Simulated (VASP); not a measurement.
**Zn24HO23 (a cell with a defect): relaxation of the atoms with PBE**

Crystal: Zn24HO23 (a cell with a defect).

```
Zn H O
1.0
     3.28650   -5.69239    5.30039
     3.28650    5.69239    5.30039
    -6.57300    0.00000    5.30039
Zn H O
24 1 23
Direct
  0.49994 0.33328 0.66661
  0.83328 0.66661 0.99994
  0.16661 0.49994 0.83328
  0.66661 0.49994 0.33328
  0.99994 0.33328 0.16661
  0.33328 0.66661 0.49994
  0.66661 0.99994 0.83328
  0.99994 0.83328 0.66661
  0.33328 0.16661 0.99994
  0.49994 0.83328 0.16661
  0.83328 0.16661 0.49994
  0.16661 0.99994 0.33328
  0.83328 0.49994 0.66661
  0.16661 0.83328 0.99994
  0.49994 0.66661 0.83328
  0.99994 0.66661 0.33328
  0.33328 0.49994 0.16661
  0.66661 0.83328 0.49994
  0.99994 0.16661 0.83328
  0.33328 0.99994 0.66661
  0.66661 0.33328 0.99994
  0.83328 0.99994 0.16661
  0.16661 0.33328 0.49994
  0.49994 0.16661 0.33328
  0.62639 0.29306 0.45973
  0.95973 0.62639 0.79306
  0.29306 0.45973 0.62639
  0.79306 0.45973 0.12639
  0.12639 0.29306 0.95973
  0.45973 0.62639 0.29306
  0.79306 0.95973 0.62639
  0.12639 0.79306 0.45973
  0.45973 0.12639 0.79306
  0.62639 0.79306 0.95973
  0.95973 0.12639 0.29306
  0.29306 0.95973 0.12639
  0.62639 0.45973 0.79306
  0.95973 0.79306 0.12639
  0.29306 0.62639 0.95973
  0.79306 0.62639 0.45973
  0.12639 0.45973 0.29306
  0.45973 0.79306 0.62639
  0.79306 0.12639 0.95973
  0.12639 0.95973 0.79306
  0.45973 0.29306 0.12639
  0.62639 0.95973 0.29306
  0.95973 0.29306 0.62639
  0.29306 0.12639 0.45973
```

```
Program                : VASP 6.6.1
Task                   : relaxation of the atoms
Functional             : PBE
Potentials or basis    : VASP PAW PBE potentials, release 64 (Zn, H, O)
Cutoff                 : 450 eV
k mesh                 : 2 × 2 × 2
Occupations            : gaussian, width 0.01 eV
Spin                   : no spin polarisation
Monkhorst-Pack mesh    : yes
Further INCAR settings : PREC = Normal; LREAL = Auto; ALGO = Normal; EDIFF = 1e-06; IBRION = 2; EDIFFG = -0.025; NSW = 70; NELECT = 426.0
```

| Quantity | Value |
| --- | --- |
| Energy gained by relaxing | 4.5 meV/atom |
| Ionic steps | 41 |
| Largest force after relaxing | 0.016 eV/Å |

Forces in eV/Å, atoms in the order of the input:
```
Zn   0.001  0.000  0.001
Zn   0.001 -0.001 -0.004
Zn   0.000  0.002 -0.004
Zn   0.000 -0.001  0.001
Zn   0.002 -0.002 -0.001
Zn   0.001  0.002 -0.001
Zn  -0.003  0.000 -0.001
Zn  -0.001 -0.001 -0.004
Zn  -0.004 -0.002  0.002
Zn   0.000  0.004  0.002
Zn   0.000  0.001  0.001
Zn   0.004 -0.002  0.002
Zn   0.000  0.000  0.009
Zn   0.000  0.000 -0.016
Zn   0.001 -0.001  0.004
Zn  -0.002  0.000  0.004
Zn   0.003  0.006 -0.004
Zn  -0.003 -0.003  0.005
Zn   0.001  0.002  0.004
Zn  -0.007  0.000 -0.004
Zn   0.004 -0.001  0.005
Zn   0.004 -0.005 -0.004
Zn  -0.001  0.004  0.005
Zn   0.000  0.000  0.012
H    0.000  0.000 -0.006
O    0.000  0.000  0.005
O    0.005 -0.002  0.002
O   -0.004 -0.004  0.002
O   -0.005 -0.002  0.002
O    0.000  0.005 -0.001
O   -0.001  0.006  0.002
O    0.004 -0.003  0.002
O   -0.005 -0.002 -0.001
O    0.001  0.005  0.002
O    0.004 -0.003 -0.001
O    0.000  0.000 -0.003
O   -0.002  0.000 -0.006
O   -0.007 -0.003 -0.006
O    0.006 -0.005 -0.006
O    0.001  0.001 -0.006
O    0.003  0.000  0.003
O   -0.001  0.003  0.003
O   -0.002 -0.003  0.003
O    0.001  0.008 -0.006
O   -0.002 -0.004  0.003
O   -0.002  0.004  0.003
O    0.000 -0.001 -0.006
O    0.005  0.000  0.003
```

The path:
```csv
step,energy change (eV),largest force (eV/Å),pressure (GPa)
1,0.0000,0.6679,-3.23
3,-0.1628,0.2036,-3.09
5,-0.1777,0.0740,-2.98
7,-0.1830,0.0461,-2.91
9,-0.1847,0.0402,-2.89
11,-0.1859,0.0291,-2.90
13,-0.1859,0.0334,-2.89
15,-0.1873,0.0310,-2.90
17,-0.1882,0.0342,-2.91
19,-0.1906,0.0489,-2.92
21,-0.1918,0.1039,-2.92
23,-0.1930,0.0661,-2.92
25,-0.1966,0.1293,-2.92
27,-0.2025,0.0847,-2.92
29,-0.2070,0.0512,-2.86
31,-0.2100,0.0474,-2.83
33,-0.2102,0.0494,-2.81
35,-0.2130,0.0566,-2.72
37,-0.2144,0.0496,-2.72
39,-0.2153,0.0367,-2.71
41,-0.2157,0.0162,-2.72
```

Final structure:
```
CELL_PARAMETERS angstrom
3.28650 -5.69239 5.30039
3.28650 5.69239 5.30039
-6.57300 0.00000 5.30039
ATOMIC_POSITIONS crystal
Zn 0.50309 0.33547 0.66744
Zn 0.83553 0.66658 0.00283
Zn 0.16950 0.50220 0.83324
Zn 0.66880 0.50077 0.33642
Zn 0.00061 0.33401 0.16605
Zn 0.33271 0.66728 0.50068
Zn 0.66734 0.99938 0.83395
Zn 0.99991 0.83616 0.66886
Zn 0.33085 0.16690 0.99079
Zn 0.50023 0.82413 0.16418
Zn 0.83411 0.16975 0.50213
Zn 0.15746 0.99752 0.33357
Zn 0.83672 0.50338 0.67005
Zn 0.16806 0.83473 0.00140
Zn 0.50099 0.66660 0.83246
Zn 0.99994 0.66580 0.33432
Zn 0.33147 0.49906 0.16662
Zn 0.66707 0.83293 0.50177
Zn 0.99913 0.16766 0.83327
Zn 0.33329 0.99814 0.66573
Zn 0.66844 0.33373 0.99959
Zn 0.83239 0.99995 0.16481
Zn 0.16626 0.33511 0.50040
Zn 0.47254 0.13920 0.30587
H 0.64255 0.30922 0.47589
O 0.96205 0.62872 0.79538
O 0.29785 0.45734 0.62547
O 0.79068 0.45880 0.13118
O 0.12552 0.29516 0.95855
O 0.46163 0.61968 0.29599
O 0.79214 0.96452 0.62401
O 0.12522 0.79219 0.46183
O 0.46266 0.12830 0.78634
O 0.62849 0.79188 0.95885
O 0.95301 0.12932 0.29496
O 0.29635 0.96302 0.12969
O 0.62851 0.45948 0.79192
O 0.96140 0.79430 0.12839
O 0.29506 0.62806 0.96097
O 0.79281 0.62526 0.46184
O 0.12610 0.45919 0.29346
O 0.46013 0.79276 0.62585
O 0.79252 0.12680 0.95943
O 0.12763 0.96173 0.79473
O 0.45916 0.29306 0.12253
O 0.62639 0.95586 0.29250
O 0.95859 0.29518 0.62614
O 0.28919 0.12583 0.45973
```

Levels at points of the mesh, in eV from the valence-band top:
| k point | band 210 | band 211 | band 212 | band 213 | band 214 | band 215 | band 216 | band 217 |
| --- | --- | --- | --- | --- | --- | --- | --- | --- |
| (0.25, 0.25, 0.25) | -0.42 | -0.40 | -0.01 | 0.00 | 2.09 | 3.37 | 3.49 | 4.02 |

Core levels (eV, on the scale of the bands):
| atom | levels |
| --- | --- |
| 1 Zn | 1s -9518.2, 2s -1151.7, 2p -997.4, 3s -123.2, 3p -77.3 |
| 2 Zn | 1s -9517.5, 2s -1151.0, 2p -996.6, 3s -122.5, 3p -76.7 |
| 3 Zn | 1s -9517.5, 2s -1151.0, 2p -996.6, 3s -122.5, 3p -76.7 |
| 4 Zn | 1s -9518.2, 2s -1151.7, 2p -997.4, 3s -123.2, 3p -77.3 |
| 5 Zn | 1s -9517.4, 2s -1150.9, 2p -996.6, 3s -122.5, 3p -76.7 |
| 6 Zn | 1s -9517.4, 2s -1150.9, 2p -996.6, 3s -122.5, 3p -76.7 |

It took 22 min on 8 MPI ranks on AMD EPYC 9R45 96-Core Processor (Zen 5), with other jobs on the host, peak memory 0.3 GiB a rank.

Caveat: the cell is charged against a uniform background, so pressure and absolute levels hang on convention; the cutoff is under 1.25 times the usual one of these potentials, so pressure, stress and relaxed cells hold a basis-set (Pulay) error.
